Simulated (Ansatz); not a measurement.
# AlNi: enthalpy against pressure

AlNi, P4/mmm, a = 2.859 Å, c = 2.869 Å. The structure is a Materials Project entry; whether it is the stable form wasn't checked. Ansatz: PBEsol, PAW, 420 eV, Γ-centred 16×16×14 mesh on 2 atoms, Gaussian smearing 0.10 eV; no spin polarisation. Cell and atoms are relaxed at each pressure, and no other structure is tried, so the rows at high pressure may lie past a change of phase. y is the enthalpy over the state at zero pressure; there V0 = 11.724 Å³/atom. The pressures are the targets, met within 0.03 GPa.

```
P (GPa) y (eV/atom)
   -2.0      -0.1472
    0.0       0.0000
    2.0       0.1455
    5.0       0.3608
   10.0            ?
   20.0       1.3924
   40.0       2.6776
```

**Question.** Fit y = c1 P + c2 P² + c3 P³ to the other rows, say what c1 and c2 mean, and predict the missing value.

**Answer.** Least squares on the rows shown. y = 0.073137 P − 0.00019683 P² + 1.0478×10⁻⁶ P³. Since dH/dP = V, c1 is V0: 0.073137 eV/GPa × 160.2 = 11.717 Å³ against 11.724; c2 = −V0/(2B0) gives B0 = 186 GPa, where a Birch–Murnaghan fit to the volumes of the same runs (not shown) gives 174 GPa: a cubic over this range folds the higher terms into c2. At P = 10.0 the fit asked for gives 0.7127 eV/atom. The run gave 0.7125 eV/atom, so the fit is 0.0002 eV/atom too high, a small miss on the scale of the series.

The mesh isn't the same in all rows (16×16×14, 16×16×16).